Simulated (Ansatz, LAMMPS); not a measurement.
# Site preference of N in place of O in amorphous Al2O3 (175 atoms), part 3 of 3

Aim: make N in place of O at several sites of amorphous Al2O3 (175 atoms), relax each, and compare their energies.

Ansatz 0.2.0; Kohn-Sham DFT, PBE, PAW (set soft_2), plane waves.

The cell: 70 Al and 105 O. The quench rate of 50 K/ps far exceeds what a furnace or splat quench reaches. The starting topology of bonds comes from the classical model. The Brillouin zone is sampled at Γ only, in a cell whose shortest periodic width is 12 Å.

So far. Step 8 (N on a site of O, site O153): The relaxation converged after 9 steps, 0.172 eV below its start, with a largest force component of 0.037 eV/Å.

**9. N on a site of O, site O144**

The site has 3 bonded neighbours (Al3) at 1.80 Å on average. 

input.yaml reads:

```yaml
crystal:
  lattice:
    - [12.179, 0.0, 0.0]
    - [0.0, 12.179, 0.0]
    - [0.0, 0.0, 12.179]
  atoms:
    [... atom lines 1 to 140 left out ...]
    - { symbol: O, position: [0.40948, 0.65581, 0.49482] }
    - { symbol: O, position: [0.08626, 0.39814, 0.61888] }
    - { symbol: O, position: [0.28922, 0.09505, 0.1633] }
    - { symbol: "N", position: [0.55881, 0.35955, 0.22898], spin: 0.6 }
    - { symbol: O, position: [0.49172, 0.89523, 0.71365] }
    - { symbol: O, position: [0.38038, 0.09803, 0.55193] }
    - { symbol: O, position: [0.12456, 0.7115, 0.81279] }
    [... atom lines 148 to 175 left out ...]
magnetization:
  spin_polarized: true
kpoints:
  mp_grid: { grid: [1, 1, 1] }
hamiltonian:
  xc: pbe
scf:
  occupations: { method: fermi_dirac, width: 0.025 }
  lower_state_search: "off"
output:
  forces: true
  eigenvalues: true
relax:
  f_tol: 0.05
  max_steps: 90
```

Command:

```sh
> ansatz run input.yaml --threads 4 --pin off --max-ram 8192MiB --backend cpu --events-out ev --progress --plain --runs-dir out
```

Numbers of over 12 decimals in the logs are rounded to 6 here.

The log of the run:

```text
[...]
Crystal: 175 atoms, lattice volume = 1806.487 Å³
Basis set: ecut = 420 eV, 35513 PW (Γ), exchange–correlation on 180×180×180 points (8 copies of the dense FFT grid, shifted against one another)
Bands: 596, of which v1, the nominal top of the filled ones, is band 420 counted from 1 (419 counted from 0)
Symmetry: 1 space group operations
[...]
k-points: 1
[...]
Starting moments: Σ|m| = 2.4 μB on 4 of 175 sites
[...]
SCF iter   1: F=—  HF=-97350.758703 eV  |F-HF|=—  |Δ(HF+E_count)|=         —  Δρ=6.71e-2 (↑6.54e-2 ↓6.71e-2)  dr2=3.33e2  dr2_m=3.19e-1  M=0.004 μB ∫|m|=0.288 μB  β_m=0.30  ethr=3.10e-3  ⟨swp⟩=6.0  Hψ=5133  notcnv=0  defer=119
[...]
SCF iter   3: F=—  HF=-97257.944972 eV  |F-HF|=—  |Δ(HF+E_count)|=    1.67e1  Δρ=2.00e-2 (↑1.78e-2 ↓2.00e-2)  dr2=1.64e1  dr2_m=2.73e-1  M=0.998 μB ∫|m|=1.362 μB  β_m=0.30  ethr=3.10e-3  ⟨swp⟩=2.5  Hψ=1924  notcnv=0  defer=338
[...]
SCF iter   9: F=—  HF=-97255.773975 eV  |F-HF|=—  |Δ(HF+E_count)|=   1.81e-2  Δρ=1.84e-3 (↑1.09e-3 ↓1.84e-3)  dr2=1.00e-1  dr2_m=2.52e-2  M=0.989 μB ∫|m|=1.036 μB  β_m=0.30  ethr=4.28e-5  ⟨swp⟩=3.0  Hψ=1512  notcnv=0  defer=338
[...]
SCF iter  15: F=-97255.775695 eV  HF=-97255.775690 eV  |F-HF|=4.63e-6  |Δ(HF+E_count)|=   7.67e-7  Δρ=1.31e-5 (↑7.34e-6 ↓1.31e-5)  dr2=6.34e-6  dr2_m=6.67e-7  M=0.983 μB ∫|m|=1.061 μB  ethr=7.45e-9  ⟨swp⟩=17.0  Hψ=6961  notcnv=0
SCF 1 converged in 15 iterations: F = -97255.775695 eV  dr2 = 6.34e-6
[...]
relax step   1: F+E_penalty+E_count = -97255.77569462 eV  Δ(F+E_penalty+E_count) = +0.000e0 eV  max|allowed force component| = 1.183e0 eV/Å  Δτ_max = 0.0000 Å  (15 SCF iters, dr2 threshold 6.25e-5 eV, accepted)
[... from here on, the SCF cycles and remarks between the steps are left out ...]
relax step   2: F+E_penalty+E_count = -97255.87504267 eV  Δ(F+E_penalty+E_count) = -9.935e-2 eV  max|allowed force component| = 6.413e-1 eV/Å  Δτ_max = 0.0393 Å  (6 SCF iters, dr2 threshold 8.75e-5 eV, accepted)
relax step   3: F+E_penalty+E_count = -97255.91730482 eV  Δ(F+E_penalty+E_count) = -4.226e-2 eV  max|allowed force component| = 8.195e-2 eV/Å  Δτ_max = 0.0396 Å  (6 SCF iters, dr2 threshold 2.57e-5 eV, accepted)
relax step   4: F+E_penalty+E_count = -97255.92225437 eV  Δ(F+E_penalty+E_count) = -4.950e-3 eV  max|allowed force component| = 5.585e-2 eV/Å  Δτ_max = 0.0101 Å  (7 SCF iters, accepted)
relax step   5: F+E_penalty+E_count = -97255.92883045 eV  Δ(F+E_penalty+E_count) = -6.576e-3 eV  max|allowed force component| = 1.003e-1 eV/Å  Δτ_max = 0.0262 Å  (8 SCF iters, accepted)
relax step   6: F+E_penalty+E_count = -97255.94568838 eV  Δ(F+E_penalty+E_count) = -1.686e-2 eV  max|allowed force component| = 2.317e-1 eV/Å  Δτ_max = 0.1906 Å  (8 SCF iters, dr2 threshold 4.67e-6 eV, accepted)
relax step   7: F+E_penalty+E_count = -97255.96857826 eV  Δ(F+E_penalty+E_count) = -2.289e-2 eV  max|allowed force component| = 2.308e-1 eV/Å  Δτ_max = 0.0656 Å  (5 SCF iters, dr2 threshold 5.37e-5 eV, accepted)
relax step   8: F+E_penalty+E_count = -97256.03794514 eV  Δ(F+E_penalty+E_count) = -6.937e-2 eV  max|allowed force component| = 2.102e-1 eV/Å  Δτ_max = 0.2000 Å  (6 SCF iters, dr2 threshold 5.28e-5 eV, accepted)
relax step   9: F+E_penalty+E_count = -97256.06509229 eV  Δ(F+E_penalty+E_count) = -2.715e-2 eV  max|allowed force component| = 2.026e-1 eV/Å  Δτ_max = 0.1355 Å  (6 SCF iters, dr2 threshold 3.67e-5 eV, accepted)
relax step  10: F+E_penalty+E_count = -97256.07109296 eV  Δ(F+E_penalty+E_count) = -6.001e-3 eV  max|allowed force component| = 1.211e-1 eV/Å  Δτ_max = 0.0685 Å  (6 SCF iters, dr2 threshold 3.40e-5 eV, accepted)
relax step  11: F+E_penalty+E_count = -97256.07624881 eV  Δ(F+E_penalty+E_count) = -5.156e-3 eV  max|allowed force component| = 8.704e-2 eV/Å  Δτ_max = 0.0491 Å  (6 SCF iters, dr2 threshold 5.24e-6 eV, accepted)
relax step  12: F+E_penalty+E_count = -97256.07952732 eV  Δ(F+E_penalty+E_count) = -3.279e-3 eV  max|allowed force component| = 2.699e-2 eV/Å  Δτ_max = 0.0139 Å  (6 SCF iters, dr2 threshold 2.71e-6 eV, accepted)
relax step  13: F+E_penalty+E_count = -97256.07952751 eV  Δ(F+E_penalty+E_count) = -1.854e-7 eV  max|allowed force component| = 2.699e-2 eV/Å  Δτ_max = 0.0000 Å  (3 SCF iters, accepted)
SCF converged after 3 iterations
Magnetization: 1.0000 μB (420.0000 up, 419.0000 down)
Absolute magnetization: 1.0833 μB (∫|ρ↑−ρ↓|, with the PAW one-centre terms)
[...]
Per-site moments (μB) at R_I (Å): [(-4.04654780685854e-7, 0.727052), (-2.5251478923705407e-7, 0.726346), (9.48962417818747e-7, 0.709973), (-8.448799460925658e-7, 0.758373), (8.871838239788155e-7, 0.716761), [...]
Free energy (F): -97256.079528 eV
[...]
Internal energy: -97256.079528 eV  (E = F + TS)
E sigma→0 (E₀):  -97256.079528 eV
Fermi energy:    6.359082 eV
[...]
Σ components = -97256.079528   (vs F -97256.079528, Δ=0.00e0)
--- Forces (eV/Å), atoms counted from 1 ---
  atom   1  Al    -0.00228015    -0.00667708    -0.00492215
  atom   2  Al    -0.00080406    -0.00629385    -0.00101515
  atom   3  Al     0.00325856     0.00985581     0.00185579
  atom   4  Al     0.00152299    -0.00428047    -0.00272843
[...]
atom 175  O      0.00390528    -0.00722303     0.00134774
  max |Σ_I F_I| component: 1.90e-4 eV/Å
--- Band table (eV) ---
[...]
--- Relaxed structure (13 steps of the walk, 13 accepted, 0 SCFs on fresh bases) ---
  F+E_penalty+E_count = -97256.07952751 eV   max|allowed force component| = 2.699e-2 eV/Å
  atoms:
    - { symbol: Al, position: [0.144003, 0.641120, 0.526552] }
    - { symbol: Al, position: [0.337308, 0.011736, 0.866656] }
    - { symbol: Al, position: [0.285455, 0.392596, 0.922502] }
    - { symbol: Al, position: [0.373703, 0.972768, 0.648197] }
[...]
- { symbol: O, position: [0.711826, 0.380184, 0.433329] }
```

Run time: 20 min. Hardware: 4 threads of Arm Neoverse V2, shared host; peak memory 5 GiB; 78 min of CPU time.

The relaxation converged after 13 steps, 0.304 eV below its start, with a largest force component of 0.027 eV/Å.

**10. N on a site of O, site O161**

The site has 3 bonded neighbours (Al3) at 1.84 Å on average. 

Input and log are left out; they have the form of those shown for this kind of step.

The job ended after 13 min (4 threads of Arm Neoverse V2, shared host; peak memory 5 GiB).

The relaxation was stopped at its limit after 7 steps, 0.255 eV below its start, with a largest force component of 0.075 eV/Å.

A closer look about the N atom, after relaxation: 10 atoms, nearest first, numbered in the order of the input, with positions taken from that point.

| atom | x | y | z | distance (Å) | bonds |
| --- | --- | --- | --- | --- | --- |
| N161 | 0.00 | 0.00 | 0.00 | 0.00 | 3 |
| Al2 | -0.24 | -0.91 | 1.52 | 1.79 | 4 |
| Al21 | -0.33 | 1.37 | -1.30 | 1.92 | 5 |
| Al4 | 0.16 | -1.42 | -1.31 | 1.93 | 5 |
| O87 | -1.32 | -1.95 | -0.41 | 2.39 | 2 |
| O146 | 0.23 | 0.14 | -2.50 | 2.51 | 3 |
| O98 | 1.01 | 2.27 | -0.54 | 2.54 | 3 |
| O136 | -2.08 | 1.39 | -0.89 | 2.65 | 3 |
| O96 | 0.83 | 0.22 | 2.66 | 2.79 | 3 |
| O145 | 1.58 | -2.35 | -0.51 | 2.88 | 3 |

The column of bonds counts only the pairs O-Al within 2.33 Å, Al-N within 2.33 Å; other neighbours, such as metal atoms beside each other in a compound, aren't counted, and periodic images can show an atom twice.

The largest move is 0.23 Å, by N161.

**11. The sites compared**

All these cells hold the same atoms, so their energies can be compared with no chemical potential.

| site | neighbours | mean distance (Å) | atoms within 6 Å | energy over the best site (eV) | before relaxation (eV) | gain on relaxing (eV) | moment (μB) |
| --- | --- | --- | --- | --- | --- | --- | --- |
| O153 | Al3 | 1.86 | 83 | 0.00 | 0.00 | 0.17 | 1.0 |
| O144 | Al3 | 1.80 | 82 | 0.06 | 0.20 | 0.30 | 1.0 |
| O118 | Al2 | 1.75 | 88 | 0.22 | 0.38 | 0.33 | 1.0 |
| O100 | Al4 | 2.02 | 88 | 0.26 | 0.38 | 0.29 | 1.0 |
| O161 * | Al3 | 1.84 | 87 | 0.34 | 0.42 | 0.26 | - |
| O128 | Al3 | 1.82 | 90 | 0.48 | 0.45 | 0.14 | 1.0 |

* The relaxation didn't finish, so this cell's energy would fall further, and differences against it can move either way. Neighbours are those of the relaxed host within 2.48 Å (O-Al); other pairs aren't counted.

**12. Outcome**

The cheapest site is O153 (3 neighbours, Al3); the dearest, O128 (3 neighbours, Al3), costs 0.48 eV more. By coordination the energies over the best site are 0.22 eV with 2 neighbours, 0.00 to 0.48 eV with 3 neighbours and 0.26 eV with 4 neighbours. Relaxation gains 0.14 to 0.33 eV and leaves the best site the same.

Caveats: Defects are neutral and interact with their images. The reference ran with fixed occupations, but 6 of the 6 defect cells with fermi-dirac smearing of 0.025 eV, spin polarised. In a disordered cell the relaxation can also rearrange atoms far from the site. In the spin-polarised runs the search for a state of lower energy was switched off. Only 6 of the 105 O sites were tried; unless symmetry makes the others alike to these, a cheaper one may exist. A local or semilocal functional tends to spread out the unpaired spin of such defects. The classical run held zero pressure, yet DFT finds 8.2 GPa in this frame, which points to a density or bond lengths far off those of this functional.

The DFT runs together took 89 min of wall time.

[Logs are printed without paths, hosts, clocks, repeated set-up lines and the standing remarks that a program may print on its own settings, such as how far it seeks lower states.]

[Hosts, paths, dates, database ids (printed as entryN), source tags and the programs' standing remarks are cut or masked in the printed files.]
